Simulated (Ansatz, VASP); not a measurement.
**Os: VASP beside Ansatz**

```
CELL_PARAMETERS angstrom
2.73410 0.00000 0.00000
-1.36705 2.36780 0.00000
0.00000 0.00000 4.31970
ATOMIC_POSITIONS crystal
Os 0.66667 0.33333 0.75000
Os 0.33333 0.66667 0.25000
```

Alike in both runs: task band structure; functional revPBE; k mesh 11 × 11 × 6; occupations fermi-dirac, width 0.05 eV; no spin polarisation.

|  | VASP | Ansatz |
| --- | --- | --- |
| version | VASP 6.6.1 | Ansatz 0.2.0 |
| potentials or method | VASP PAW PBE potentials, release 64 (Os) | Ansatz PAW |
| plane-wave cutoff (eV) | 520 | 420 |
| valence electrons in the cell | 16 | 32 |

Ansatz gave:

```
gap on the k mesh at the Fermi level (eV)       : none
pressure (GPa)                                  : 11.8
largest component of the traceless stress (GPa) : 0.37
```

What did VASP give for the same quantities?

gap on the k mesh at the Fermi level (eV): none; pressure (GPa): 11.6; largest component of the traceless stress (GPa): 0.25.

A gap of «none» marks a metal or a gap that the smearing closes. The functional is the same, so the differences come from potentials, cutoffs and numerics. The two sets of potentials don't hold the same shells in valence.

Caveats: spin-orbit coupling is left out, which moves the levels of the heavy elements; the PAW data sets were made with another functional, which shifts forces and pressure a little (VASP); the PAW data sets come from PBE, with cores solved anew for the run's functional, which leaves a small shift of forces and pressure (Ansatz).
